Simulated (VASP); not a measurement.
Wanted: an ASE script for a VASP 6.6.1 run.

```
Task                   : single point
Functional             : PBEsol
Potentials or basis    : VASP PAW PBE potentials, release 64 (Fe)
Cutoff                 : 520 eV
k mesh                 : 9 × 9 × 9
Occupations            : methfessel-paxton, width 0.1 eV
Spin                   : collinear spin, antiferromagnetic start
Starting moments       : [3.0, -3.0] μB
Hubbard terms          : Fe d U = 3 eV, J = 0.5 eV
LDAUTYPE               : 2
Hund's J               : 0.5
Supercell matrix       : [0, 1, 1, 1, 0, 1, 1, 1, 0]
Further INCAR settings : ALGO = Fast; EDIFF = 1.00e-06; NBANDS = 19
```

The structure of Fe lies in Fe.cif:

```cif
data_Fe
_cell_length_a 2.90685784
_cell_length_b 2.85934053
_cell_length_c 2.89540389
_cell_angle_alpha 88.64695861
_cell_angle_beta 91.96263376
_cell_angle_gamma 88.62456479
_space_group_name_H-M_alt 'P1'
_space_group_name_Hall 'P 1'
_space_group_IT_number 1
loop_
_space_group_symop_operation_xyz
'x,y,z'
loop_
_atom_site_label
_atom_site_type_symbol
_atom_site_symmetry_multiplicity
_atom_site_Wyckoff_symbol
_atom_site_fract_x
_atom_site_fract_y
_atom_site_fract_z
_atom_site_occupancy
Fe1 Fe 1 a 0.0000000000 0.0000000000 0.0000000000 1
Fe2 Fe 1 a 0.5000000000 0.5000000000 0.5000000000 1
```

The cell isn't the ideal one: cell strained at random at fixed volume.

These files were run (other wordings do the same):

run.py

```python
from ase.calculators.vasp import Vasp
from ase.dft.bandgap import bandgap
from ase.io import read

atoms = read('Fe.cif')
atoms.set_initial_magnetic_moments([3.0, -3.0])
calc = Vasp(
    directory='calc',
    xc='pbesol',
    pp='PBE',
    setups='recommended',
    prec='Accurate',
    encut=520,
    ediff=1e-06,
    ismear=1,
    sigma=0.1,
    lreal=False,
    lasph=True,
    nelm=150,
    algo='Fast',
    isif=2,
    lwave=False,
    lcharg=False,
    ispin=2,
    lorbit=11,
    lmaxmix=4,
    ldautype=2,
    ldauprint=1,
    ldau_luj={'Fe': {'L': 2, 'U': 3, 'J': 0.5}},
    kpts=[9, 9, 9],
    gamma=True,
    nbands=19,
)
atoms.calc = calc

print('energy (eV):', atoms.get_potential_energy())
print('free energy (eV):', atoms.get_potential_energy(force_consistent=True))
print('forces (eV/A):')
print(atoms.get_forces())
print('stress (eV/A^3, Voigt):', atoms.get_stress())
print('Fermi level (eV):', calc.get_fermi_level())
print('moment (muB):', atoms.get_magnetic_moment())
print('site moments (muB):', atoms.get_magnetic_moments())
gap, top, bottom = bandgap(calc)
print('band gap (eV):', gap, 'from (spin, k, band)', top, 'to', bottom)
```

Potentials or basis: VASP PAW PBE potentials, release 64 (Fe).

Run with:

```bash
$ python run.py
```

It gave:

The pressure is 4.8 GPa and the band gap on the k mesh is none (metal or under the smearing width). The net moment is 0.00 μB per cell and the site moments are Fe +2.94, -2.94 μB. The valence electrons inside the program's atomic spheres are Fe 7.18.

Caveat: the PAW data sets were made with another functional, which shifts forces and pressure a little; the U is typed as a test and isn't derived for this compound.

It took 7.7 min on 1 thread of Intel(R) Xeon(R) Platinum 8488C (Sapphire Rapids) (shared host), peak memory 0.34 GiB.
